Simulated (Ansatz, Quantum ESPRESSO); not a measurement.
MoSi2: the pressure in 2 programs

The cell as given:

It takes space group I4/mmm (No. 139, tetragonal). Conventional cell: a = 3.200 Å, b = 3.200 Å, c = 7.861 Å, α = 90.00°, β = 90.00°, γ = 90.00°. Around Mo (site symmetry 4/mmm) lie 10 Si at 2.62 Å. Si (site symmetry 4mm) is surrounded by 5 Si at 2.61 to 2.63 Å and 5 Mo at 2.62 Å.

Kept alike: task relaxation of cell and atoms; functional PBEsol; k mesh 12 × 12 × 12; occupations fermi-dirac, width 0.05 eV; no spin polarisation. The mesh is that of the run's cell of 3 atoms. No spin-orbit coupling.

- A: Ansatz, Ansatz PAW, made for PBE, cutoff 420 eV
- B: Quantum ESPRESSO, GBRV 1.5 PBEsol, cutoff 707 eV

| pressure (GPa) | A: volume (Å³/atom) | B: volume (Å³/atom) |
| --- | --- | --- |
| 0 | 13.266 | 13.252 |
| 2 | 13.147 | 13.134 |
| 5 | 12.980 | 12.967 |
| 10 | 12.725 | 12.712 |
| 20 | 12.280 | 12.269 |
| 30 | 11.903 | 11.894 |

Values on potentials made for another functional: all of A. Values hold for each row's relaxed cell, which stops near the pressure aimed at. Ansatz's stress holds its Pulay term. The runs follow the start's structure, whether or not it is the stable one at these pressures. For a metal such a mesh leaves the last digits unconverged.

How large is the effect of the pressure, and do the programs agree on it?

From 0 to 30 GPa the volume moves by -1.363 in A, -1.358 in B (Å³/atom). Row by row the programs differ by 0.009 to 0.014, and over this span the shifts, as printed, agree within 1 %.

MoSi2 is stiff under compression, and it stiffens further as it is squeezed. In B the volume falls from 13.252 to 12.712 Å³/atom over the first 10 GPa, but only from 12.269 to 11.894 between 20 and 30 GPa, and A follows the same course. The resistance fits the bonding known for this silicide: Mo 4d states hybridise with Si 3p states in a densely packed network, so there is little open space to close up before the bonds themselves must shorten. As they do, overlap repulsion and the kinetic energy of the confined electrons rise steeply, and each further step in pressure gains less volume.

A lies above B in every row by an offset that is tiny beside the compression, probably a trace of the different potentials. The compressibility is therefore hardly sensitive to the choice of program, though this agreement doesn't test the shared functional, and volumes alone don't reveal whether the a or the c axis yields more readily.
